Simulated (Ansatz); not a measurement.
**Equation of state of FeNi3 under PBEsol**

Symmetry: Pm-3m, No. 221, cubic system. Conventional cell: a = 3.545 Å, b = 3.545 Å, c = 3.545 Å, α = 90.00°, β = 90.00°, γ = 90.00°. Ni (site symmetry 4/mmm) is surrounded by 8 Ni at 2.51 Å and 4 Fe at 2.51 Å. Around Fe (site symmetry m-3m) lie 12 Ni at 2.51 Å.

The cell was scaled at fixed shape and fractions and run with Ansatz, Ansatz PAW, cutoff 420 eV; PBEsol, k mesh 8 × 8 × 8 on the cell of 4 atoms, fermi-dirac occupations of 0.05 eV, collinear spin, ferromagnetic start, no spin-orbit coupling. The potentials were made for PBE. Energies are those that the program minimises, any entropy of the smearing included. For a metal such a mesh isn't converged to the digits shown. The magnetic state is the one that the start led to, which needn't be the lowest.

```csv
V (Å³/atom),energy over the lowest row (meV/atom)
10.4693,1.07
10.6920,0.00
10.9148,5.11
11.1375,?
11.3603,31.17
11.5830,50.97
11.8058,74.60
```

Fit the third-order Birch-Murnaghan form, give V0, B0 and B′, and predict the energy left open.

With y = (V0/V)^(2/3), E = E0 + (9 V0 B0/16) [(y - 1)³ B′ + (y - 1)² (6 - 4y)]. Least squares through the rows shown give V0 = 10.6163 Å³/atom, E0 = -0.37 meV, B0 = 220.3 GPa (1 eV/Å³ = 160.218 GPa) and B′ = 4.68, with a largest miss of 0.03 meV. At V = 11.1375 the form with these constants gives 15.70 meV; the run gave 15.72 meV an atom.
